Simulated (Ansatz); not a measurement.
Runs of Ansatz 0.2.0 on SiNi. Symmetry: Pnma, No. 62, orthorhombic system. The conventional cell has a = 5.173 Å, b = 3.338 Å, c = 5.605 Å, α = 90.00°, β = 90.00°, γ = 90.00°. Ni (site symmetry m) is surrounded by 6 Si at 2.28 to 2.40 Å. Around Si (site symmetry m) lie 6 Ni at 2.28 to 2.40 Å. 

```tsv
task	level	cell	points for each segment of the path	gap on the mesh (eV)	pressure (GPa)	moment (μB)	relaxed volume (Å³/atom)	largest force (eV/Å)
relaxation of cell and atoms	PBEsol+D4	relaxed	-	none	0.0	0.00	11.58	0.01
relaxation of cell and atoms	PBE+D4	relaxed	-	none	0.0	0.00	11.82	-
band structure	PBEsol	as given	10	none	-4.3	0.00	-	0.08
band structure	revPBE	as given	10	none	(b)	0.00	-	(a)
```

Alike in all rows: potentials or basis Ansatz PAW; spin collinear, ferromagnetic start; k mesh 5 × 8 × 5; cutoff (eV) 420; smearing fermi-dirac 0.05 eV.

Fill in the values left out.

(a) 0.06; (b) 4.4.

Caveats: the starting moments weren't kept; the PAW data sets come from PBE, with cores solved anew for the run's functional, which leaves a small shift of forces and pressure (some runs); the plane-wave basis is chosen anew once the cell has moved, so the energies of steps on either side of that aren't comparable (some runs); pairwise dispersion overbinds metals, which lowers pressure and volume (some runs).

A gap of «none» marks a metal or a gap under the smearing width.
